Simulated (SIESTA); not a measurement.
Crystal: Ta2N.

```xyz
3
Lattice="3.1129 0.0000 0.0000 -1.5564 2.6958 0.0000 0.0000 0.0000 4.8698" Properties=species:S:1:pos:R:3 pbc="T T T"
Ta    0.0000    1.7972    1.2404
Ta    1.5564    0.8986    3.6294
N     0.0000    0.0000    0.0000
```

The cell comes from a database or a generator and needn't be the stable form of this composition.

Base run:

```yaml
Program: SIESTA 5.4.2
Functional: PBE
Potentials_or_basis: PseudoDojo 0.4 standard (PBE files)
Basis: DZP (energy shift 0.003 Ry; two zetas on semicore shells)
Grid_cutoff: 800 Ry
Energy_shift: 0.003 Ry
k_mesh: 10 × 10 × 6
Occupations: fermi-dirac, width 0.05 eV
Spin: no spin polarisation
```

Its results: band gap on the k mesh none (metal or under the smearing width); pressure 1.8 GPa; largest force 0.539 eV/Å.

Task: The run is repeated on the same cell with these changes: functional from PBE to LDA; potentials or basis from PseudoDojo 0.4 standard (PBE files) to PseudoDojo 0.4 standard (LDA files). What comes out?

Result: Band gap on the k mesh none (metal or under the smearing width); pressure -12.8 GPa; largest force 0.054 eV/Å.

Caveats: short orbitals over semicore shells can move pressures by several GPa; the basis of atomic orbitals isn't converged, which shifts pressures, moduli and gaps.

Not every run made on this cell is shown here.
